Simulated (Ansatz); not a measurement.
**Ionic part of the dielectric constant of BN at 1 GPa, mode by mode**

The calculation used DFT PBE, scalar-relativistic, plane waves, PAW (Ansatz). Cutoff 420 eV, 12×12×12 k-points (Γ-centred), fixed occupations. No spin polarisation. Phonons by linear response, acoustic sum rule imposed.

It takes space group F-43m (No. 216, cubic). Conventional cell: a = 3.621 Å, b = 3.621 Å, c = 3.621 Å, α = 90.00°, β = 90.00°, γ = 90.00°. B (site symmetry -43m) has 4 N at 1.57 Å as nearest neighbours. N (site symmetry -43m) has 4 B at 1.57 Å as nearest neighbours.

The primitive cell has V = 11.87 Å³ and ε∞,yy = 4.612. Each polar mode adds Δε = (4.92064×10⁷/V)·S/ν² along y, with S its oscillator strength in e²/amu, ν in cm⁻¹ and V in Å³.

Q: From these modes, find each Δε and ε0,yy.
```
ν (cm⁻¹) S_yy (e²/amu)
  1029.9         0.5998
```

A:
```
ν (cm⁻¹)    Δε
  1029.9  2.34
```

The sum is 2.343, so ε0,yy = 6.95; the run's tensor has 6.95.

Q: Where do the longitudinal modes lie for a wave vector along y?

A: At 1265 cm⁻¹. The Lyddane–Sachs–Teller product Π(ν_LO/ν_TO)² = 1.51 matches ε0/ε∞ = 1.51.

Cost: 1 run of about 0.22 core-minutes, on Arm Neoverse V1 (shared hosts).

The static response is mostly electronic: the lattice adds 2.34 to an ε∞ of 4.612. With two atoms in the primitive cell, all of this comes from the single threefold-degenerate polar mode, in which the B and N sublattices move against each other, and cubic symmetry makes the result the same in every direction. The electronegativity difference gives the mode a sizeable dynamical charge, but the short, strong sp³ bonds resist the displacement. The light atoms raise the frequency without reducing the static polarisability, because the mass cancels between oscillator strength and squared frequency. What limits the ionic term is therefore bond stiffness, not low mass.

The same dynamical charge lifts the longitudinal mode from 1029.9 to 1265 cm⁻¹, since its macroscopic field, screened only by the electrons, adds a restoring force. The Lyddane–Sachs–Teller agreement shows that the calculation is internally consistent, but it doesn't test the accuracy of the dielectric constant independently. A single pressure can't show how compression shifts the balance between bond stiffness and dynamical charge.
